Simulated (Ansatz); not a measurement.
**Cost of a DFT run on BN**

```yaml
crystal:
  lattice:
    - [0.0, 3.49531583, 2.16609124]
    - [1.2516321, 0.0, 2.16609124]
    - [1.2516321, 3.49531583, 0.0]
  atoms:
    - { symbol: B, position: [4.865e-05, 4.865e-05, 0.99995135] }
    - { symbol: "N", position: [0.66665134, 0.66665134, 0.33334866] }
kpoints:
  mp_grid: { grid: [16, 16, 16] }
scf:
  occupations: { method: fermi_dirac, width: 0.01 }
hamiltonian:
  xc: r2scan
  pseudopotentials: { kind: paw }
output:
  forces: true
  stress: true
  populations: true
  efg:
    quadrupole_moments_barn: { B: 0.04059, "N": 0.02044 }
    contact_densities: true
  write_density: true
  write_potential: true
  elf: true
  volumetric_format: npy
```

```sh
ansatz run input.yaml --threads 1 --pin off --max-ram 3072MiB --backend cpu --events-out ev --progress --plain --runs-dir out
```

It runs on 1 thread of Arm Neoverse V2 (aarch64; 8 cores open to the job, memory cap 3.0 GiB, no GPU), a shared host with a load of 0.3 a core.

Task: How much time and memory should be set aside?

Result: About 38 s of wall time (38 s of CPU time) and 0.53 GiB. The run holds 8 valence electrons in 8 bands, about 499 plane waves a k-point and 621 irreducible k-points, and took 7 SCF iterations. Times on a shared host vary by tens of per cent.
